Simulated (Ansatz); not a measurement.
# HfSiO4 (I4_1/amd): the equilibrium volume, part 2 of 2

Aim: the volume at which the pressure of HfSiO4 (I4_1/amd) vanishes.

Ansatz 0.2.0; DFT PBE, scalar-relativistic, plane waves, PAW. The steps go on from the part before.

## 4. Full relaxation

File input.yaml:

```yaml
crystal:
  lattice:
    - [-3.3197545258, 3.3197545258, 3.0062646164]
    - [3.3197545258, -3.3197545258, 3.0062646164]
    - [3.3197545258, 3.3197545258, -3.0062646164]
  atoms:
    - { symbol: Hf, position: [0.0, 0.0, 0.0] }
    - { symbol: Hf, position: [0.75, 0.25, 0.5] }
    - { symbol: Si, position: [0.25, 0.75, 0.5] }
    - { symbol: Si, position: [0.5, 0.5, 0.0] }
    - { symbol: O, position: [0.1347960296, 0.3193123529, 0.8154836767] }
    - { symbol: O, position: [0.0693123529, 0.7538286762, 0.6845163233] }
    - { symbol: O, position: [0.0693123529, 0.3847960296, 0.3154836767] }
    - { symbol: O, position: [0.5038286762, 0.3193123529, 0.1845163233] }
    - { symbol: O, position: [0.6806876471, 0.4961713238, 0.8154836767] }
    - { symbol: O, position: [0.6152039704, 0.9306876471, 0.6845163233] }
    - { symbol: O, position: [0.2461713238, 0.9306876471, 0.3154836767] }
    - { symbol: O, position: [0.6806876471, 0.8652039704, 0.1845163233] }
basis:
  ecutwfc: 420
kpoints:
  mp_grid: { grid: [6, 6, 6] }
hamiltonian:
  xc: pbe
scf:
  occupations: { method: gaussian, width: 0.02 }
output:
  forces: true
  stress: true
  eigenvalues: true
relax:
  adjacent_minimum: "off"
  f_tol: 0.005
  max_steps: 80
  cell: { stress_tol: 0.05 }
```

Command:

```sh
> ansatz run input.yaml --threads 8 --pin off --max-ram 16384MiB --backend cpu --events-out ev --progress --plain --runs-dir out
```

The program printed:

```text
Warning: RAYON_NUM_THREADS=8 ignored (pool sized by the plan → 8); use --threads N
Engine: ansatz 0.2.0, aarch64-unknown-linux-gnu
Pseudopotentials: kind: paw
Pseudopotential: Hf, paw, valence charge 26, recommended cutoff 420 eV (normal), Hf.paw.azcp
Pseudopotential: Si, paw, valence charge 4, recommended cutoff 420 eV (normal), Si.paw.azcp
Pseudopotential: O, paw, valence charge 6, recommended cutoff 420 eV (normal), O.paw.azcp
Functional definition: PBE
  parameter kappa = 0.804
  parameter beta = 0.06672455060314922
  exchange = pbe_x(kappa = kappa, mu = beta*pi^2/3)
  correlation = pbe_c(beta = beta)
Crystal: 12 atoms, lattice volume = 132.525 Å³
Basis set: ecut = 420 eV, 2547 PW (Γ), exchange–correlation on 80×80×80 points (8 copies of the dense FFT grid, shifted against one another)
Bands: 66, of which v1, the nominal top of the filled ones, is band 54 counted from 1 (53 counted from 0)
Symmetry: 16 space group operations
Space group: I41/amd (ITA 141), of the structure as read, at distance tolerance 5.1e-5 Å
k-points: 30 of 216
Non-local potential: Hf, projectors of the file, l = 0: 3, l = 1: 2, l = 2: 2, l = 3: 3
Non-local potential: Si, projectors of the file, l = 0: 2, l = 1: 2, l = 2: 2
Non-local potential: O, projectors of the file, l = 0: 2, l = 1: 2, l = 2: 1
PAW form: soft (Blöchl's): semilocal exchange-correlation on the pseudo side does not see the compensation charge
PAW one-centre angular grid: Hf, 590 points (default); XC on 64 Gauss nodes
PAW one-centre angular grid: Si, 110 points (default); XC on 64 Gauss nodes
PAW one-centre angular grid: O, 110 points (default); XC on 64 Gauss nodes
Initial density: superposition of atomic densities (neutral atoms: chi_scale 0, normalization atom), corrected by the library's trained network
Initial wavefunctions: pseudopotential atomic-orbital guess
Functional: x = pbe(κ = 0.804, μ = 0.2195149727645171), c = pbe(β = 0.06672455060314922)
SCF iter   1: F=—  HF=-37271.744060 eV  |F-HF|=—  |Δ(HF+E_count)|=         —  Δρ=1.96e-3  dr2=3.22e-3  ethr=1.77e-3  ⟨swp⟩=6.1  Hψ=7777  notcnv=0  defer=12
preconditioner: auto → Resta (q_TF=auto, 2.637 Å⁻¹)  ε∞=4.5  [insulator: Δε(μ)=5.310 eV  Ē_g=17.493 eV  σ=0.020 eV  W_gap=1.00  n_scr=42 (ndim 8)  ℏωp=32.9 eV  f_vac=0.051  D(μ)=0.00/eV (n_scr^D=0)  ε∞_Penn≈4.5]
SCF iter   2: F=—  HF=-37271.746224 eV  |F-HF|=—  |Δ(HF+E_count)|=   2.16e-3  Δρ=1.08e-3  dr2=7.35e-4  ethr=2.98e-6  ⟨swp⟩=2.0  Hψ=4075  notcnv=0  defer=117
SCF iter   3: F=—  HF=-37271.747042 eV  |F-HF|=—  |Δ(HF+E_count)|=   8.18e-4  Δρ=2.80e-4  dr2=1.16e-4  ethr=6.80e-7  ⟨swp⟩=2.0  Hψ=3372  notcnv=0  defer=117
SCF iter   4: F=—  HF=-37271.747086 eV  |F-HF|=—  |Δ(HF+E_count)|=   4.38e-5  Δρ=1.12e-4  dr2=2.04e-5  ethr=1.07e-7  ⟨swp⟩=2.0  Hψ=3435  notcnv=0  defer=117
SCF iter   5: F=—  HF=-37271.747103 eV  |F-HF|=—  |Δ(HF+E_count)|=   1.79e-5  Δρ=5.38e-5  dr2=6.24e-6  ethr=1.89e-8  ⟨swp⟩=2.5  Hψ=3181  notcnv=0  defer=117
SCF iter   6: F=—  HF=-37271.747104 eV  |F-HF|=—  |Δ(HF+E_count)|=   3.36e-7  Δρ=2.43e-5  dr2=6.94e-7  ethr=5.78e-9  ⟨swp⟩=2.0  Hψ=3475  notcnv=0  defer=117
SCF iter   7: F=—  HF=-37271.747104 eV  |F-HF|=—  |Δ(HF+E_count)|=   2.52e-7  Δρ=1.08e-5  dr2=1.23e-7  ethr=6.42e-10  ⟨swp⟩=2.0  Hψ=3238  notcnv=0  defer=117
SCF iter   8: F=-37271.747104 eV  HF=-37271.747104 eV  |F-HF|=2.69e-9  |Δ(HF+E_count)|=   2.24e-8  Δρ=1.79e-6  dr2=3.86e-9  ethr=9.26e-11  ⟨swp⟩=9.7  Hψ=7542  notcnv=0
SCF 1 converged in 8 iterations: F = -37271.747104 eV  dr2 = 3.86e-9
relax step   1: F+E_penalty+E_count = -37271.74710404 eV  Δ(F+E_penalty+E_count) = +0.000e0 eV  max|allowed force component| = 2.167e-2 eV/Å  Δτ_max = 0.0000 Å  P = +0.379 GPa  Ω = 132.525 Å³  (8 SCF iters, dr2 threshold 1.00e-7 eV, accepted)
Crystal: 12 atoms, lattice volume = 132.760 Å³
Initial density: handed on by an earlier stage of this run
Initial wavefunctions: those handed on with the density
iter 1 solved again at ethr=1.94e-7 eV; its pass at ethr=3.10e-3 eV (dr2=2.10e-4 eV) is discarded
SCF iter   1: F=—  HF=-37271.746479 eV  |F-HF|=—  |Δ(HF+E_count)|=         —  Δρ=2.87e-4  dr2=1.70e-4  ethr=1.94e-7  ⟨swp⟩=2.2  Hψ=7690  notcnv=0
preconditioner: auto → Resta (q_TF=auto, 2.636 Å⁻¹)  ε∞=4.5  [insulator: Δε(μ)=5.328 eV  Ē_g=17.485 eV  σ=0.020 eV  W_gap=1.00  n_scr=42 (ndim 8)  ℏωp=32.9 eV  f_vac=0.054  D(μ)=0.00/eV (n_scr^D=0)  ε∞_Penn≈4.5]
SCF iter   2: F=—  HF=-37271.746457 eV  |F-HF|=—  |Δ(HF+E_count)|=   2.23e-5  Δρ=1.32e-4  dr2=4.05e-5  ethr=1.58e-7  ⟨swp⟩=2.7  Hψ=3296  notcnv=0
SCF iter   3: F=—  HF=-37271.746446 eV  |F-HF|=—  |Δ(HF+E_count)|=   1.10e-5  Δρ=5.09e-5  dr2=4.14e-6  ethr=3.75e-8  ⟨swp⟩=2.0  Hψ=2836  notcnv=0
SCF iter   4: F=—  HF=-37271.746444 eV  |F-HF|=—  |Δ(HF+E_count)|=   1.28e-6  Δρ=2.33e-5  dr2=8.05e-7  ethr=3.83e-9  ⟨swp⟩=2.0  Hψ=3600  notcnv=0
SCF iter   5: F=-37271.746444 eV  HF=-37271.746445 eV  |F-HF|=2.60e-7  |Δ(HF+E_count)|=   3.53e-7  Δρ=1.29e-5  dr2=1.93e-7  ethr=4.32e-10  ⟨swp⟩=6.3  Hψ=8171  notcnv=0
SCF 2 converged in 5 iterations: F = -37271.746444 eV  dr2 = 1.93e-7
relax step   2: F+E_penalty+E_count = -37271.74644441 eV  Δ(F+E_penalty+E_count) = +6.596e-4 eV  max|allowed force component| = 2.960e-2 eV/Å  Δτ_max = 0.0011 Å  P = +0.023 GPa  Ω = 132.760 Å³  energy of the carried Pulay correction = -1.070e-3 eV  (5 SCF iters, dr2 threshold 4.67e-7 eV, accepted)
Crystal: 12 atoms, lattice volume = 132.799 Å³
iter 1 solved again at ethr=1.88e-8 eV; its pass at ethr=3.10e-3 eV (dr2=2.03e-5 eV) is discarded
SCF iter   1: F=—  HF=-37271.746414 eV  |F-HF|=—  |Δ(HF+E_count)|=         —  Δρ=1.48e-4  dr2=2.12e-5  ethr=1.88e-8  ⟨swp⟩=2.0  Hψ=7639  notcnv=0
preconditioner: auto → Resta (q_TF=auto, 2.636 Å⁻¹)  ε∞=4.5  [insulator: Δε(μ)=5.324 eV  Ē_g=17.485 eV  σ=0.020 eV  W_gap=1.00  n_scr=42 (ndim 8)  ℏωp=32.9 eV  f_vac=0.054  D(μ)=0.00/eV (n_scr^D=0)  ε∞_Penn≈4.5]
SCF iter   2: F=—  HF=-37271.746429 eV  |F-HF|=—  |Δ(HF+E_count)|=   1.54e-5  Δρ=7.71e-5  dr2=5.58e-6  ethr=1.88e-8  ⟨swp⟩=2.2  Hψ=2763  notcnv=0
SCF iter   3: F=—  HF=-37271.746429 eV  |F-HF|=—  |Δ(HF+E_count)|=   7.46e-7  Δρ=2.83e-5  dr2=8.35e-7  ethr=5.17e-9  ⟨swp⟩=2.0  Hψ=2662  notcnv=0
SCF iter   4: F=-37271.746429 eV  HF=-37271.746429 eV  |F-HF|=1.19e-8  |Δ(HF+E_count)|=   1.22e-7  Δρ=5.35e-6  dr2=2.37e-8  ethr=5.07e-11  ⟨swp⟩=3.5  Hψ=8891  notcnv=0
SCF 3 converged in 4 iterations: F = -37271.746429 eV  dr2 = 2.37e-8
relax step   3: F+E_penalty+E_count = -37271.74642853 eV  Δ(F+E_penalty+E_count) = +1.588e-5 eV  max|allowed force component| = 1.235e-2 eV/Å  Δτ_max = 0.0011 Å  P = -0.043 GPa  Ω = 132.799 Å³  energy of the carried Pulay correction = -1.250e-3 eV  (4 SCF iters, dr2 threshold 5.47e-8 eV, accepted)
Crystal: 12 atoms, lattice volume = 132.794 Å³
iter 1 solved again at ethr=1.79e-8 eV; its pass at ethr=3.10e-3 eV (dr2=1.93e-5 eV) is discarded
SCF iter   1: F=—  HF=-37271.746503 eV  |F-HF|=—  |Δ(HF+E_count)|=         —  Δρ=1.32e-4  dr2=2.11e-5  ethr=1.79e-8  ⟨swp⟩=2.0  Hψ=6737  notcnv=0
preconditioner: auto → Resta (q_TF=auto, 2.636 Å⁻¹)  ε∞=4.5  [insulator: Δε(μ)=5.326 eV  Ē_g=17.486 eV  σ=0.020 eV  W_gap=1.00  n_scr=42 (ndim 8)  ℏωp=32.9 eV  f_vac=0.054  D(μ)=0.00/eV (n_scr^D=0)  ε∞_Penn≈4.5]
SCF iter   2: F=—  HF=-37271.746511 eV  |F-HF|=—  |Δ(HF+E_count)|=   7.96e-6  Δρ=7.61e-5  dr2=6.78e-6  ethr=1.79e-8  ⟨swp⟩=1.0  Hψ=1980  notcnv=0
SCF iter   3: F=—  HF=-37271.746514 eV  |F-HF|=—  |Δ(HF+E_count)|=   2.57e-6  Δρ=2.16e-5  dr2=4.82e-7  ethr=6.28e-9  ⟨swp⟩=2.0  Hψ=3135  notcnv=0
SCF iter   4: F=—  HF=-37271.746513 eV  |F-HF|=—  |Δ(HF+E_count)|=   3.40e-7  Δρ=6.40e-6  dr2=3.79e-8  ethr=4.47e-10  ⟨swp⟩=2.0  Hψ=3594  notcnv=0
SCF iter   5: F=-37271.746513 eV  HF=-37271.746513 eV  |F-HF|=1.49e-9  |Δ(HF+E_count)|=   9.60e-9  Δρ=1.88e-6  dr2=4.10e-9  ethr=8.82e-12  ⟨swp⟩=4.9  Hψ=7380  notcnv=0
SCF 4 converged in 5 iterations: F = -37271.746513 eV  dr2 = 4.10e-9
relax step   4: F+E_penalty+E_count = -37271.74651322 eV  Δ(F+E_penalty+E_count) = -8.469e-5 eV  max|allowed force component| = 1.633e-3 eV/Å  Δτ_max = 0.0011 Å  P = -0.019 GPa  Ω = 132.794 Å³  energy of the carried Pulay correction = -1.227e-3 eV  (5 SCF iters, dr2 threshold 9.53e-9 eV, accepted)
Initial wavefunctions: pseudopotential atomic-orbital guess (no wavefunctions were taken with the density)
iter 1 solved again at ethr=3.53e-7 eV; its pass at ethr=3.10e-3 eV (dr2=3.81e-4 eV) is discarded
SCF iter   1: F=—  HF=-37271.747657 eV  |F-HF|=—  |Δ(HF+E_count)|=         —  Δρ=5.64e-5  dr2=1.67e-7  ethr=3.53e-7  ⟨swp⟩=3.1  Hψ=13529  notcnv=0
eigensolver tolerance schedule: the retry pair's looser diagonalisation over-reported the residual by 2276.34 of it (diagonalisation noise at 0.35 of the residual, at the tolerance the schedule requests for it); recorded, not acted on — ethr = c·dr2/N_el stays at c = 1.0e-1
preconditioner: auto → Resta (q_TF=auto, 2.636 Å⁻¹)  ε∞=4.5  [insulator: Δε(μ)=5.327 eV  Ē_g=17.486 eV  σ=0.020 eV  W_gap=1.00  n_scr=42 (ndim 8)  ℏωp=32.9 eV  f_vac=0.054  D(μ)=0.00/eV (n_scr^D=0)  ε∞_Penn≈4.5]
SCF iter   2: F=—  HF=-37271.747719 eV  |F-HF|=—  |Δ(HF+E_count)|=   6.19e-5  Δρ=2.83e-5  dr2=4.58e-8  ethr=1.55e-10  ⟨swp⟩=2.0  Hψ=3588  notcnv=0
SCF iter   3: F=—  HF=-37271.747731 eV  |F-HF|=—  |Δ(HF+E_count)|=   1.27e-5  Δρ=9.84e-6  dr2=5.28e-9  ethr=4.24e-11  ⟨swp⟩=2.0  Hψ=2695  notcnv=0
SCF iter   4: F=—  HF=-37271.747733 eV  |F-HF|=—  |Δ(HF+E_count)|=   1.67e-6  Δρ=4.48e-7  dr2=2.03e-10  ethr=4.89e-12  ⟨swp⟩=2.0  Hψ=3360  notcnv=0
SCF iter   5: F=-37271.747733 eV  HF=-37271.747733 eV  |F-HF|=5.09e-10  |Δ(HF+E_count)|=  3.35e-10  Δρ=2.83e-7  dr2=8.05e-11  ethr=1.00e-12  ⟨swp⟩=4.4  Hψ=7107  notcnv=0
SCF 5 converged in 5 iterations: F = -37271.747733 eV  dr2 = 8.05e-11
relax step   5: F+E_penalty+E_count = -37271.74773308 eV  Δ(F+E_penalty+E_count) = -1.220e-3 eV  max|allowed force component| = 1.604e-3 eV/Å  Δτ_max = 0.0000 Å  P = -0.001 GPa  Ω = 132.794 Å³  stress off target by 3.87e-2 GPa  SCF on the basis re-selected at this cell (its energy is not comparable with the rows above)  (5 SCF iters)
basis re-selected at this cell: Δ(F+E_penalty+E_count) = -1.220e-3 eV, ΔP = +0.018 GPa vs the last step (what re-selecting the basis moved, of the pressure what is left beyond the Pulay correction that the steps carried, after the strain that the cell walked since its last selection, with what the two solves' SCF thresholds leave and, on support functions, any second-order correction that the steps lacked; it is no measure of the basis error at this ecutwfc). This SCF's stress stands 3.87e-2 GPa from its target on what of the cell is left free (relax.cell.stress_tol is 5.00e-2 GPa) and its largest allowed force component is 1.60e-3 eV/Å (relax.f_tol is 5.00e-3 eV/Å): within both
SCF converged after 5 iterations
Free energy (F): -37271.747733 eV
Harris-Foulkes:  -37271.747733 eV  (|F-HF|=5.09e-10)
Internal energy: -37271.747733 eV  (E = F + TS)
E sigma→0 (E₀):  -37271.747733 eV
Fermi energy:    12.291067 eV
--- Per-component energies (eV) ---
  E_band       = -257.671839
  E_kinetic    = 2341.734415
  E_local      = -16119.746103  (includes V_loc(G=0)·N_el)
  E_nonlocal   = -2054.265567
  E_hartree    = 7198.657835
  E_xc         = -1303.166001
  E_vxc        = -1382.677261  (∫ρ·V_xc dr)
  E_paw        = -16146.192213  (= ΣΔE_a)
  E_vpaw       = 2559.947290  (= ΣTr[D̂ρ^β])
  E_aug_tail   = 0.019995  (compensation charges beyond the density's cutoff)
  E_ewald      = -11188.790094
  E_smearing   = -0.000000  (= −TS)
  E_closure    = 0.000000  (closes the sum)
  Σ components = -37271.747733   (vs F -37271.747733, Δ=0.00e0)
--- Forces (eV/Å), atoms counted from 1 ---
  atom   1  Hf     0.00000000    -0.00000000     0.00000000
  atom   2  Hf    -0.00000000    -0.00000000     0.00000000
  atom   3  Si    -0.00000000    -0.00000000     0.00000000
  atom   4  Si     0.00000000     0.00000000     0.00000000
  atom   5  O      0.00000000     0.00160375     0.00017979
  atom   6  O     -0.00160375     0.00000000     0.00017979
  atom   7  O      0.00160375    -0.00000000     0.00017979
  atom   8  O     -0.00000000    -0.00160375     0.00017979
  atom   9  O      0.00160375    -0.00000000    -0.00017979
  atom  10  O      0.00000000    -0.00160375    -0.00017979
  atom  11  O      0.00000000     0.00160375    -0.00017979
  atom  12  O     -0.00160375     0.00000000    -0.00017979
  max |Σ_I F_I| component: 3.90e-18 eV/Å
--- Stress (GPa, compression-positive) ---
        0.017943       0.000000      -0.000000
        0.000000       0.017943      -0.000000
       -0.000000      -0.000000      -0.038744
  P = ⅓ Tr σ = -0.0010 GPa (-0.010 kbar)
--- Band table (eV; the first three rows and the last of 30) ---
  k-point 0: bands = ["-50.8908", "-50.8836", "-19.6672", "-19.6672", "-19.5993", "-19.5897", "-19.5074", "-19.5074", "-9.3979", "-8.4041", "-7.6262", "-7.5143", "-7.0497", "-7.0497", "-7.0178", "-7.0178", "-0.7909", "-0.7877", "-0.7839", "-0.7839", "-0.7722", "-0.7722", "-0.7668", "-0.7667", "-0.7666", "-0.7616", "-0.7560", "-0.7560", "-0.7544", "-0.7544", "2.0332", "3.6034", "3.9447", "4.4330", "4.4330", "5.1727", "5.4108", "5.6980", "6.4259", "6.5861", "6.5861", "6.7836", "7.2169", "7.2169", "8.0911", "8.0911", "8.8465", "8.8465", "8.8909", "8.9428", "9.0525", "9.0525", "9.1103", "9.6277", "15.2909", "15.5941", "15.6028", "15.7295", "15.7295", "16.6208", "16.6768", "16.8625", "16.8625", "17.5417", "18.6662", "19.2472"]
  k-point 1: bands = ["-50.8904", "-50.8841", "-19.6723", "-19.6573", "-19.6044", "-19.5829", "-19.5190", "-19.5041", "-9.3062", "-8.4211", "-7.5908", "-7.4928", "-7.1018", "-7.1005", "-7.0820", "-7.0548", "-0.7930", "-0.7866", "-0.7865", "-0.7812", "-0.7765", "-0.7708", "-0.7690", "-0.7673", "-0.7671", "-0.7651", "-0.7631", "-0.7557", "-0.7547", "-0.7516", "2.2523", "3.7736", "4.1094", "4.3727", "4.4443", "5.3684", "5.5773", "5.8638", "5.9458", "6.1890", "6.8139", "7.0326", "7.0407", "7.0991", "8.0771", "8.1660", "8.6679", "8.7392", "8.8139", "8.8345", "8.8923", "8.9474", "9.1141", "9.5162", "15.1975", "15.3770", "15.6386", "15.7174", "16.0747", "16.6550", "16.6695", "16.8643", "17.0397", "17.9717", "18.9242", "19.2590"]
  k-point 2: bands = ["-50.8890", "-50.8854", "-19.6733", "-19.6337", "-19.6296", "-19.5508", "-19.5499", "-19.5057", "-9.0595", "-8.5138", "-7.4976", "-7.4368", "-7.2549", "-7.2188", "-7.1613", "-7.1491", "-0.7939", "-0.7917", "-0.7838", "-0.7836", "-0.7799", "-0.7776", "-0.7754", "-0.7695", "-0.7679", "-0.7670", "-0.7656", "-0.7544", "-0.7527", "-0.7524", "2.8290", "4.0143", "4.3614", "4.5555", "4.5815", "5.4200", "5.5359", "5.6013", "5.9984", "6.1478", "6.6041", "6.8087", "7.1311", "7.3784", "7.6416", "8.1543", "8.3505", "8.4121", "8.5351", "8.7707", "8.8006", "8.8780", "9.0569", "9.2559", "15.0431", "15.0698", "15.7235", "15.7910", "16.3771", "16.4300", "16.9277", "17.3232", "17.4354", "18.5147", "19.0418", "19.1499"]
  k-point 29: bands = ["-50.8872", "-50.8872", "-19.6791", "-19.6791", "-19.5955", "-19.5955", "-19.4971", "-19.4971", "-8.8469", "-8.8469", "-7.6623", "-7.6623", "-7.1212", "-7.1212", "-6.9610", "-6.9610", "-0.7875", "-0.7875", "-0.7844", "-0.7844", "-0.7738", "-0.7738", "-0.7732", "-0.7732", "-0.7676", "-0.7676", "-0.7632", "-0.7632", "-0.7477", "-0.7477", "2.8143", "2.8143", "4.4913", "4.4913", "4.9329", "4.9329", "6.0037", "6.0037", "6.6541", "6.6541", "6.6969", "6.6969", "7.7195", "7.7195", "7.9162", "7.9162", "8.2042", "8.2042", "8.3435", "8.3435", "8.5828", "8.5828", "8.7500", "8.7500", "15.7423", "15.7423", "16.0570", "16.0570", "16.2231", "16.2231", "16.8773", "16.8773", "17.7112", "17.7112", "19.0974", "19.0974"]
--- Relaxed structure (4 steps of the walk, 4 accepted, 1 SCFs on fresh bases) ---
  F+E_penalty+E_count = -37271.74773308 eV   max|allowed force component| = 1.604e-3 eV/Å   (the final SCF, on the basis selected at the relaxed cell)
  cell:  # Å, volume = 132.7943 Å³
    - [-3.322452518609572, 3.322452518609572, 3.0074739813063176]
    - [3.322452518609572, -3.322452518609572, 3.0074739813063176]
    - [3.322452518609572, 3.322452518609572, -3.0074739813063176]
  atoms:
    - { symbol: Hf, position: [3.7567460191118006e-21, 9.199930467738217e-21, 5.443184448626427e-21] }
    - { symbol: Hf, position: [0.75, 0.25000000000000006, 0.5] }
    - { symbol: Si, position: [0.25000000000000006, 0.75, 0.5] }
    - { symbol: Si, position: [0.5, 0.5, 5.4431844486264466e-21] }
    - { symbol: O, position: [0.13472983031425448, 0.318938894698896, 0.8157909356153583] }
    - { symbol: O, position: [0.06893889469889633, 0.7531479590835379, 0.6842090643846418] }
    - { symbol: O, position: [0.06893889469889619, 0.38472983031425445, 0.31579093561535826] }
    - { symbol: O, position: [0.5031479590835379, 0.3189388946988962, 0.1842090643846417] }
    - { symbol: O, position: [0.6810611053011038, 0.4968520409164622, 0.8157909356153583] }
    - { symbol: O, position: [0.6152701696857455, 0.9310611053011038, 0.6842090643846418] }
    - { symbol: O, position: [0.2468520409164621, 0.9310611053011038, 0.3157909356153583] }
    - { symbol: O, position: [0.6810611053011041, 0.8652701696857458, 0.18420906438464169] }
```

Wall time 13 s (8 threads of Arm Neoverse V1, shared host); peak memory 0.83 GiB.

Step by step:

| step | energy from step 1 (meV/atom) | largest force component (eV/Å) | pressure (GPa) | volume (Å³/atom) |
| --- | --- | --- | --- | --- |
| 1 | 0.0 | 0.022 | 0.38 | 11.044 |
| 2 | 0.1 | 0.030 | 0.02 | 11.063 |
| 3 | 0.1 | 0.012 | -0.04 | 11.067 |
| 4 | 0.0 | 0.002 | -0.02 | 11.066 |
| 5 | -0.1 | 0.002 | 0.00 | 11.066 |

Step 1 is the start. Step 5 repeats the geometry before it on a plane-wave basis chosen anew for the final cell, which shifts the energy by -0.1 meV/atom. The run keeps the 16 symmetry operations that it found, so it can't reach a distortion that breaks them.

This gives: volume 11.066 Å³/atom, pressure 0.00 GPa, mesh gap 5.33 eV.

## 5. The volume search in one table

| step | level | mesh | relaxed | volume (Å³/atom) | pressure (GPa) |
| --- | --- | --- | --- | --- | --- |
| 2 | PBE | 4×4×4 | nothing | 10.673 | 8.46 |
| 3 | PBE | 4×4×4 | all | 11.044 | 0.38 |
| 4 | PBE | 6×6×6 | all | 11.066 | 0.00 |

The cell before and after:

| cell as typed | before | after | change |
| --- | --- | --- | --- |
| a (Å) | 5.511 | 5.579 | +1.2 % |
| b (Å) | 5.511 | 5.579 | +1.2 % |
| c (Å) | 5.511 | 5.579 | +1.2 % |
| α (°) | 107.03 | 106.90 | -0.13° |
| β (°) | 107.03 | 106.90 | -0.13° |
| γ (°) | 114.47 | 114.76 | +0.28° |
| volume (Å³/atom) | 10.673 | 11.066 | +3.7 % |
| shortest distance (Å) | 1.623 | 1.638 | +0.9 % |
| space group | I4_1/amd | I4_1/amd | same |

## 6. Results

What follows sums up all 2 parts. Changes of volume or cell count from the first structure of part 1.

```
         quantity                                                                      value
           volume                                                             11.066 Å³/atom
         pressure                                                                   0.00 GPa
conventional cell  a = 6.645 Å, b = 6.645 Å, c = 6.015 Å, α = 90.00°, β = 90.00°, γ = 90.00°
  gap on the mesh                                                                    5.33 eV
```

From the first run shown, the volume went from 10.67 to 11.07 Å³/atom (+3.7 %) in 3 runs, where the pressure is zero within 0.01 GPa. Spin–orbit coupling is left out, though the cell holds Hf; in elements this heavy it can shift levels and gaps by tenths of an eV.

These are semilocal Kohn-Sham gaps, which aren't the measured quantity. Such gaps usually fall short of the measured ones.
